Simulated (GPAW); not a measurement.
CoO, 2 atoms in the cell. The structure is tetragonal, space group I4/mmm (No. 139). The conventional cell has a = 3.016 Å, b = 3.016 Å, c = 4.215 Å, α = 90.00°, β = 90.00°, γ = 90.00°. Co (site symmetry 4/mmm) has 6 O at 2.11 to 2.13 Å as nearest neighbours. O (site symmetry 4/mmm) is surrounded by 6 Co at 2.11 to 2.13 Å. 

| Quantity | Value |
| --- | --- |
| Program | GPAW 26.7.0 |
| Task | relaxation of cell and atoms |
| Functional | PBE |
| Potentials or basis | GPAW PAW data sets (gpaw-data 1.2.1) |
| Cutoff | 800 eV |
| Basis | pw |
| k mesh | 9 × 9 × 9 |
| Occupations | fermi-dirac, width 0.05 eV |
| Spin | collinear spin, ferromagnetic start |
| Starting moments | [2.0, 0.0] μB |
| Target pressure | 2 GPa |
| Maxiter | 150 |
| Optimizer | BFGS |
| Fmax | 0.02 eV/Å |
| Max steps | 60 |
| Target pressure | 2 GPa |
| Convergence | density=1e-05 forces=0.0001 |

Potentials or basis: GPAW PAW data sets (gpaw-data 1.2.1), pw.

The run is started by

```sh
$ OMP_NUM_THREADS=1 python run.py
```

Hardware: 1 thread of Arm Neoverse V1 (shared host).

Question: Estimate the wall time of this run.

Answer: Run time: 2.2 min on 1 thread of Arm Neoverse V1, on a shared host, peak memory 0.25 GiB. Counts: scf iterations 37, plane waves 998, bands 17, k points 75, ion steps 3.
